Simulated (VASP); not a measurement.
# Tl (Fm-3m) in VASP: equation of state

How stiff is Tl in PBE, and what volume does it want? The cell is scaled to several volumes.

Everything below comes from runs of VASP 6.6.1. Logs are shortened: lines on timing, memory, paths and dates and some standing lists are left out, and cuts for length are marked.

### 1 The structure

The structure is cubic, space group Fm-3m (No. 225). Conventional cell: a = 4.933 Å, b = 4.933 Å, c = 4.933 Å, α = 90.00°, β = 90.00°, γ = 90.00°. Tl (site symmetry m-3m) has 12 Tl at 3.49 Å as nearest neighbours.

This isn't the form of Tl at room conditions, which is hcp.

### 2 Equation of state, PBE, 28.20 Å³/atom (volume scaled by 0.94)

INCAR reads:

```
PREC = Accurate
ENCUT = 520
EDIFF = 1E-7
ISMEAR = -1
SIGMA = 0.05
LREAL = False
LASPH = True
NELM = 60
ALGO = Normal
ISIF = 2
LWAVE = False
LCHARG = False
GGA = PE
NBANDS = 12
```

KPOINTS reads:

```
regular mesh
0
Gamma
  9 9 9
```

POSCAR reads:

```
Tl
1.0
    0.0000000000      2.4159936112      2.4159936112
    2.4159936112      0.0000000000      2.4159936112
    2.4159936112      2.4159936112      0.0000000000
Tl
1
Direct
    0.0000000000      0.0000000000      0.0000000000
```

Potentials or basis: VASP PAW PBE potentials, release 64 (Tl_d).

Command:

```bash
$ cat potpaw_PBE.64/Tl_d/POTCAR > POTCAR
$ mpirun -np 1 vasp_std > vasp.out
```

OUTCAR:

```text
PREC = Accurate
   ENCUT = 520
   EDIFF = 1E-7
   ISMEAR = -1
   LREAL = False
   LASPH = True
   NELM = 60
   ISIF = 2
   GGA = PE

 ion  position               nearest neighbor table
   1  0.000  0.000  0.000-

  LATTYP: Found a face centered cubic cell.
 ALAT       =     4.8319872224

  Lattice vectors:

 A1 = (   0.0000000000,   2.4159936112,   2.4159936112)
 A2 = (   2.4159936112,   0.0000000000,   2.4159936112)
 A3 = (   2.4159936112,   2.4159936112,   0.0000000000)

Analysis of symmetry for initial positions (statically):
=====================================================================
 Subroutine PRICEL returns:
 Original cell was already a primitive cell.

 Routine SETGRP: Setting up the symmetry group for a
 face centered cubic supercell.

 Subroutine GETGRP returns: Found 48 space group operations
 (whereof 48 operations were pure point group operations)
 out of a pool of 48 trial point group operations.

The static configuration has the point symmetry O_h .

Analysis of symmetry for dynamics (positions and initial velocities):
=====================================================================
 Subroutine PRICEL returns:
 Original cell was already a primitive cell.

 Routine SETGRP: Setting up the symmetry group for a
 face centered cubic supercell.

 Subroutine GETGRP returns: Found 48 space group operations
 (whereof 48 operations were pure point group operations)
 out of a pool of 48 trial point group operations.

The dynamic configuration has the point symmetry O_h .

 Subroutine INISYM returns: Found 48 space group operations
 (whereof 48 operations are pure point group operations),
 and found     1 'primitive' translations

----------------------------------------------------------------------------------------

                                     Primitive cell

  volume of cell :      28.2044

  direct lattice vectors                    reciprocal lattice vectors
     0.000000000  2.415993611  2.415993611    -0.206954190  0.206954190  0.206954190
     2.415993611  0.000000000  2.415993611     0.206954190 -0.206954190  0.206954190
     2.415993611  2.415993611  0.000000000     0.206954190  0.206954190 -0.206954190

  length of vectors
     3.416730932  3.416730932  3.416730932     0.358455171  0.358455171  0.358455171

  position of ions in fractional coordinates (direct lattice)
     0.000000000  0.000000000  0.000000000

  ion indices of the primitive-cell ions
   primitive index   ion index
                 1           1

----------------------------------------------------------------------------------------

 KPOINTS: regular mesh

Automatic generation of k-mesh.
 Grid dimensions read from file:
 generate k-points for:    9    9    9

 Generating k-lattice:

  Cartesian coordinates                     Fractional coordinates (reciprocal lattice)
    -0.022994910  0.022994910  0.022994910     0.111111111  0.000000000  0.000000000
     0.022994910 -0.022994910  0.022994910     0.000000000  0.111111111  0.000000000
     0.022994910  0.022994910 -0.022994910     0.000000000  0.000000000  0.111111111

  Length of vectors
     0.039828352  0.039828352  0.039828352

  Shift w.r.t. Gamma in fractional coordinates (k-lattice)
     0.000000000  0.000000000  0.000000000

 Subroutine IBZKPT returns following result:
 ===========================================

 Found     35 irreducible k-points:

 Following reciprocal coordinates:
            Coordinates               Weight
  0.000000  0.000000  0.000000      1.000000
  0.111111  0.000000  0.000000      8.000000
  0.222222  0.000000  0.000000      8.000000
  0.333333  0.000000  0.000000      8.000000
  0.444444  0.000000  0.000000      8.000000
  0.111111  0.111111  0.000000      6.000000
[... 27 lines left out ...]
 -0.333333  0.444444  0.111111     24.000000
 -0.333333  0.444444  0.222222     24.000000
   k-points           NKPTS =     35   k-points in BZ     NKDIM =     35   number of bands    NBANDS=     12
   number of dos      NEDOS =    301   number of ions     NIONS =      1
   total plane-waves  NPLWV =  21952
   dimension x,y,z NGX =    28 NGY =   28 NGZ =   28
   dimension x,y,z NGXF=    56 NGYF=   56 NGZF=   56
   ions per type =               1
   NGX,Y,Z   is equivalent  to a cutoff of  13.62, 13.62, 13.62 a.u.
   NGXF,Y,Z  is equivalent  to a cutoff of  27.25, 27.25, 27.25 a.u.
 SYSTEM =  unknown system
   PREC   = accura    normal or accurate (medium, high low for compatibility)
   ISTART =      0    job   : 0-new  1-cont  2-samecut
   ICHARG =      2    charge: 1-file 2-atom 10-const
   ISPIN  =      1    spin polarized calculation?
   LNONCOLLINEAR =      F non collinear calculations
   LSORBIT =      F    spin-orbit coupling
   LASPH  =      T    aspherical Exc in radial PAW
   ENCUT  =  520.0 eV  38.22 Ry    6.18 a.u.   6.35  6.35  6.35*2*pi/ulx,y,z
   NELM   =     60;   NELMIN=  2; NELMDL= -5     # of ELM steps
   EDIFF  = 0.1E-06   stopping-criterion for ELM
   LREAL  =      F    real-space projection
   EDIFFG = 0.1E-05   stopping-criterion for IOM
   NSW    =      0    number of steps for IOM
   IBRION =     -1    ionic relax: 0-MD 1-quasi-New 2-CG
   NFREE  =      0    steps in history (QN), initial steepest desc. (CG)
   ISIF   =      2    stress and relaxation
   ISYM   =      2    0-nonsym 1-usesym 2-fastsym
   POTIM  = 0.5000    time-step for ionic-motion
   TEBEG  =    0.0;   TEEND  =   0.0 temperature during run
   PSTRESS=    0.0 pullay stress
   NELECT =      13.0000    total number of electrons
   NUPDOWN=      -1.0000    fix difference up-down
   EMIN   =  10.00;   EMAX   =-10.00  energy-range for DOS
   EFERMI =   0.00;   METHOD = LEGACY
   ISMEAR =    -1;   SIGMA  =   0.05  broadening in eV -4-tet -1-fermi 0-gaus
   EFERMI_NEDOS =   21; number of points for ismear=-14 and -15
   IALGO  =     38    algorithm
   IMIX   =      4    mixing-type and parameters
     AMIX     =   0.40;   BMIX     =  1.00
     AMIX_MAG =   1.60;   BMIX_MAG =  1.00
  volume/ion in A,a.u.               =      28.20       190.33
  Fermi-wavevector in a.u.,A,eV,Ry     =   1.264591  2.389731 21.758314  1.599191
  Thomas-Fermi vector in A             =   2.397888
   LORBIT       =      0    0 simple, 1 ext, 2 COOP (PROOUT), +10 PAW based schemes
   GGA     = PE    functional components
   LHFCALC =     F    Hartree Fock is set to
   AEXX    =    0.0000 exact exchange contribution
   IVDW    =     0    specifies the selected vdW correction
   LEPSILON=     F    determine dielectric tensor
   LRPA    =     F    only Hartree local field effects (RPA)
 non-spin polarized calculation
  energy-cutoff  :      520.00
  volume of cell :       28.20
 maximum number of plane-waves:       771
 NGX is ok and might be reduce to    28
   NGX = 13   NGY = 13   NGZ = 13

 number of electron      13.0000001 magnetization

 Free energy of the ion-electron system (eV)
  ---------------------------------------------------
  ext. energy  EPLUGINS =         0.00000000
  ---------------------------------------------------
  free energy    TOTEN  =        -2.18003075 eV

  energy without entropy =       -2.17440949  energy(sigma->0) =       -2.17722012

 E-fermi :   6.6691     XC(G=0): -10.2597

 val. band max:        6.5763808449   @ k =  -0.4444   0.3333   0.1111
 cond. band min:       6.7108783575   @ k =  -0.3333   0.4444   0.2222
 fundamental gap:      0.1344975126
 Fermi energy:         6.6690517263

 k-point     1 :       0.0000    0.0000    0.0000
  band No.  band energies     occupation
      1      -4.9061      2.00000
      2      -4.9061      2.00000
      3      -4.9061      2.00000
      4      -4.6194      2.00000
      5      -4.6194      2.00000
      6      -3.4173      2.00000
      7      17.1279      0.00000
      8      17.1279      0.00000
      9      17.1279      0.00000
     10      17.6955      0.00000
     11      21.2390      0.00000
     12      21.9692      0.00000

 k-point     2 :       0.1111    0.0000    0.0000
  band No.  band energies     occupation
      1      -4.9191      2.00000
      2      -4.8744      2.00000
      3      -4.8744      2.00000
      4      -4.6225      2.00000
      5      -4.6225      2.00000
      6      -3.1459      2.00000
      7      14.5115      0.00000
      8      16.8507      0.00000
      9      16.8507      0.00000
     10      17.6523      0.00000
     11      21.4968      0.00000
     12      22.3639      0.00000

 k-point     3 :       0.2222    0.0000    0.0000
  band No.  band energies     occupation
      1      -4.9757      2.00000
      2      -4.8376      2.00000
      3      -4.8376      2.00000
      4      -4.5841      2.00000
      5      -4.5841      2.00000
      6      -2.3023      2.00000
      7      10.7311      0.00000
      8      16.2085      0.00000
      9      16.2085      0.00000
     10      17.5866      0.00000
     11      20.5481      0.00000
     12      21.6176      0.00000

 k-point     4 :       0.3333    0.0000    0.0000
  band No.  band energies     occupation
      1      -5.0587      2.00000
      2      -4.8605      2.00000
      3      -4.8605      2.00000
      4      -4.4697      2.00000
      5      -4.4697      2.00000
      6      -0.8919      2.00000
      7       7.2427      0.00002
      8      15.5240      0.00000
      9      15.5240      0.00000
     10      17.3747      0.00000
     11      19.7568      0.00000
     12      20.8191      0.00000

 k-point     5 :       0.4444    0.0000    0.0000
  band No.  band energies     occupation
      1      -5.1171      2.00000
      2      -4.8902      2.00000
      3      -4.8902      2.00000
      4      -4.3768      2.00000
      5      -4.3768      2.00000
      6       0.8917      2.00000
      7       4.4014      2.00000
      8      15.0891      0.00000
      9      15.0891      0.00000
     10      17.1537      0.00000
     11      19.4534      0.00000
     12      20.4368      0.00000
[... 393 lines left out ...]
      1      -4.9464      2.00000
      2      -4.8965      2.00000
      3      -4.7401      2.00000
      4      -4.5340      2.00000
      5      -4.4735      2.00000
      6       1.2002      2.00000
      7       7.2754      0.00001
      8       8.5478      0.00000
      9      12.3993      0.00000
     10      18.0789      0.00000
     11      20.7263      0.00000
     12      21.6643      0.00000

 k-point    33 :      -0.4444    0.4444    0.1111
  band No.  band energies     occupation
      1      -5.1718      2.00000
      2      -5.0833      2.00000
      3      -4.4926      2.00000
      4      -4.4075      2.00000
      5      -4.3186      2.00000
      6       2.4918      2.00000
      7       6.0986      1.99998
      8       9.6882      0.00000
      9       9.9689      0.00000
     10      16.3426      0.00000
     11      17.3137      0.00000
     12      24.9094      0.00000

 k-point    34 :      -0.3333    0.4444    0.1111
  band No.  band energies     occupation
      1      -5.0956      2.00000
      2      -4.9733      2.00000
      3      -4.5917      2.00000
      4      -4.5087      2.00000
      5      -4.3212      2.00000
      6       3.1375      2.00000
      7       6.0450      1.99999
      8       7.7496      0.00000
      9      10.2784      0.00000
     10      17.0299      0.00000
     11      19.8164      0.00000
     12      23.7302      0.00000

 k-point    35 :      -0.3333    0.4444    0.2222
  band No.  band energies     occupation
      1      -4.9667      2.00000
      2      -4.9196      2.00000
      3      -4.7614      2.00000
      4      -4.5427      2.00000
      5      -4.3200      2.00000
      6       2.9027      2.00000
      7       6.7109      0.60453
      8       7.6967      0.00000
      9       9.4443      0.00000
     10      19.5253      0.00000
     11      20.3087      0.00000
     12      21.5469      0.00000

------------------------ aborting loop because EDIFF is reached ----------------------------------------

  FORCE on cell =-STRESS in cart. coord.  units (eV):
  Direction    XX          YY          ZZ          XY          YZ          ZX
  --------------------------------------------------------------------------------------
  -------------------------------------------------------------------------------------
  Total        0.6316899      0.6316899      0.6316899      0.0000000      0.0000000      0.0000000
  in kB       35.8836958     35.8836958     35.8836958      0.0000000      0.0000000      0.0000000
  external PRESSURE =      35.8836958 kB  Pullay stress =       0.0000000 kB

 VOLUME and BASIS-vectors are now :
 -----------------------------------------------------------------------------
  energy-cutoff  :      520.00
  volume of cell :       28.20
      direct lattice vectors                 reciprocal lattice vectors
     0.000000000  2.415993611  2.415993611    -0.206954190  0.206954190  0.206954190
     2.415993611  0.000000000  2.415993611     0.206954190 -0.206954190  0.206954190
     2.415993611  2.415993611  0.000000000     0.206954190  0.206954190 -0.206954190

 POSITION                                       TOTAL-FORCE (eV/Angst)
 -----------------------------------------------------------------------------------
      0.00000      0.00000      0.00000        -0.000000      0.000000      0.000000
 -----------------------------------------------------------------------------------
    total drift:                               -0.000000     -0.000000     -0.000000

  FREE ENERGIE OF THE ION-ELECTRON SYSTEM (eV)
  ---------------------------------------------------
  free  energy   TOTEN  =        -2.1800307486 eV

  energy  without entropy=       -2.1744094901  energy(sigma->0) =       -2.17722012
```

Wall time 15 s (1 thread of AMD EPYC 7R13 (Zen 3), shared host); peak memory 0.12 GiB.

What came out:

```yaml
Free_energy: -2.1800 eV
Pressure: 3.6 GPa
Band_gap_on_the_k_mesh: none (metal or under the smearing width)
```

### 3 Equation of state, PBE, 28.80 Å³/atom (volume scaled by 0.96)

INCAR is that of step 2.

KPOINTS reads:

```
Automatic mesh
0
Gamma
  9 9 9
```

POSCAR reads:

```
Tl
1.0
    0.0000000000      2.4330082113      2.4330082113
    2.4330082113      0.0000000000      2.4330082113
    2.4330082113      2.4330082113      0.0000000000
Tl
1
Direct
    0.0000000000      0.0000000000      0.0000000000
```

Potentials or basis: VASP PAW PBE potentials, release 64 (Tl_d).

Command:

```bash
$ cat potpaw_PBE.64/Tl_d/POTCAR > POTCAR
$ mpirun -np 1 vasp_std > vasp.out
```

Wall time 15 s (1 thread of AMD EPYC 7R13 (Zen 3), shared host); peak memory 0.13 GiB.

It converged, with:

```yaml
Free_energy: -2.1921 eV
Pressure: 2.7 GPa
Band_gap_on_the_k_mesh: none (metal or under the smearing width)
```

### 4 Equation of state, PBE, 29.40 Å³/atom (volume scaled by 0.98)

Edit INCAR of step 3 so:

```diff
@@ -7,3 +7,3 @@
 LASPH = True
-NELM = 60
+NELM = 80
 ALGO = Normal
```

KPOINTS is that of step 3.

POSCAR reads:

```
Tl
1.0
    0.0000000000      2.4497881085      2.4497881085
    2.4497881085      0.0000000000      2.4497881085
    2.4497881085      2.4497881085      0.0000000000
Tl
1
Direct
    0.0000000000      0.0000000000      0.0000000000
```

Command:

```bash
$ cat potpaw_PBE.64/Tl_d/POTCAR > POTCAR
$ mpirun -np 1 vasp_std > vasp.out
```

Run time: 16 s. Hardware: 1 thread of AMD EPYC 7R13 (Zen 3), shared host; peak memory 0.13 GiB.

It converged, with:

| Item | Value |
| --- | --- |
| Free energy | -2.2008 eV |
| Pressure | 1.9 GPa |
| Band gap on the k mesh | none (metal or under the smearing width) |

### 5 Equation of state, PBE, 30.60 Å³/atom (volume scaled by 1.02)

INCAR reads:

```
SYSTEM = Tl
ALGO = Normal ; EDIFF = 1E-7
ENCUT = 520 ; GGA = PE
ISIF = 2 ; ISMEAR = -1
LASPH = .TRUE. ; LCHARG = .FALSE.
LREAL = .FALSE. ; LWAVE = .FALSE.
NBANDS = 12 ; NELM = 80
PREC = Accurate ; SIGMA = 0.05
```

KPOINTS reads:

```
k-points
0
G
  9 9 9
  0 0 0
```

POSCAR reads:

```
Tl
1.0
    0.0000000000      2.4826750947      2.4826750947
    2.4826750947      0.0000000000      2.4826750947
    2.4826750947      2.4826750947      0.0000000000
Tl
1
Direct
    0.0000000000      0.0000000000      0.0000000000
```

Command:

```bash
$ cat potpaw_PBE.64/Tl_d/POTCAR > POTCAR
$ mpirun -np 1 vasp_std > vasp.out
```

It took 16 s on 1 thread of AMD EPYC 7R13 (Zen 3), shared host; peak memory 0.12 GiB.

The run converged. Its results:

- Free energy: -2.2102 eV
- Pressure: 0.5 GPa
- Band gap on the k mesh: none (metal or under the smearing width)

### 6 Equation of state, PBE, 31.20 Å³/atom (volume scaled by 1.04)

INCAR reads:

```
SYSTEM = Tl
PREC = Accurate ; ENCUT = 520
EDIFF = 1E-7 ; ISMEAR = -1
SIGMA = 0.05 ; LREAL = .FALSE.
LASPH = .TRUE. ; NELM = 100
ALGO = Normal ; ISIF = 2
LWAVE = .FALSE. ; LCHARG = .FALSE.
GGA = PE ; NBANDS = 12
```

KPOINTS reads:

```
Automatic mesh
0
G
  9 9 9
  0 0 0
```

POSCAR reads:

```
Tl
1.0
    0.0000000000      2.4987968132      2.4987968132
    2.4987968132      0.0000000000      2.4987968132
    2.4987968132      2.4987968132      0.0000000000
Tl
1
Direct
    0.0000000000      0.0000000000      0.0000000000
```

Potentials or basis: VASP PAW PBE potentials, release 64 (Tl_d).

Command:

```bash
$ cat potpaw_PBE.64/Tl_d/POTCAR > POTCAR
$ mpirun -np 1 vasp_std > vasp.out
```

It took 16 s on 1 thread of AMD EPYC 7R13 (Zen 3), shared host; peak memory 0.13 GiB.

The run converged. Its results:

```
Free energy            : -2.2114 eV
Pressure               : 0.0 GPa
Band gap on the k mesh : none (metal or under the smearing width)
```

### 7 Equation of state, PBE, 31.80 Å³/atom (volume scaled by 1.06)

INCAR reads:

```
SYSTEM = Tl
ALGO     = Normal         ! electronic algorithm
EDIFF    = 1E-7           ! SCF threshold, eV
ENCUT    = 520            ! plane-wave cutoff, eV
GGA      = PE             ! functional
ISIF     = 2              ! what is computed and relaxed
ISMEAR   = -1             ! smearing method
LASPH    = .TRUE.         ! aspherical terms in the spheres
LCHARG   = .FALSE.        ! write CHGCAR
LREAL    = .FALSE.        ! projectors in reciprocal space
LWAVE    = .FALSE.        ! write WAVECAR
NBANDS   = 12             ! bands
NELM     = 100            ! most SCF steps
PREC     = Accurate       ! precision mode
SIGMA    = 0.05           ! smearing width, eV
```

KPOINTS reads:

```
k-points
0
G
  9 9 9
  0 0 0
```

POSCAR reads:

```
Tl
1.0
    0.0000000000      2.5147131456      2.5147131456
    2.5147131456      0.0000000000      2.5147131456
    2.5147131456      2.5147131456      0.0000000000
Tl
1
Direct
    0.0000000000      0.0000000000      0.0000000000
```

Command:

```bash
$ cat potpaw_PBE.64/Tl_d/POTCAR > POTCAR
$ mpirun -np 1 vasp_std > vasp.out
```

Run time: 17 s. Hardware: 1 thread of AMD EPYC 7R13 (Zen 3), shared host; peak memory 0.13 GiB.

It converged, with:

- Free energy: -2.2106 eV
- Pressure: -0.5 GPa
- Band gap on the k mesh: none (metal or under the smearing width)

### 8 Equation of state, PBE

Potentials or basis: VASP PAW PBE potentials, release 64 (Tl_d).

No new run: the results of the series are fitted here.

Results:

```
Equilibrium volume                      : 31.25 Å³/atom
Bulk modulus                            : 27 GPa
Pressure derivative of the bulk modulus : 5.4
```

Energy against volume, from the lowest point:
| volume (Å³/atom) | energy (meV/atom) |
| --- | --- |
| 28.204 | 31.33 |
| 28.805 | 19.30 |
| 29.405 | 10.53 |
| 30.005 | 4.57 |
| 30.605 | 1.16 |
| 31.205 | 0.00 |
| 31.805 | 0.78 |

The run has no spin-orbit coupling, so splittings on Tl are missing.
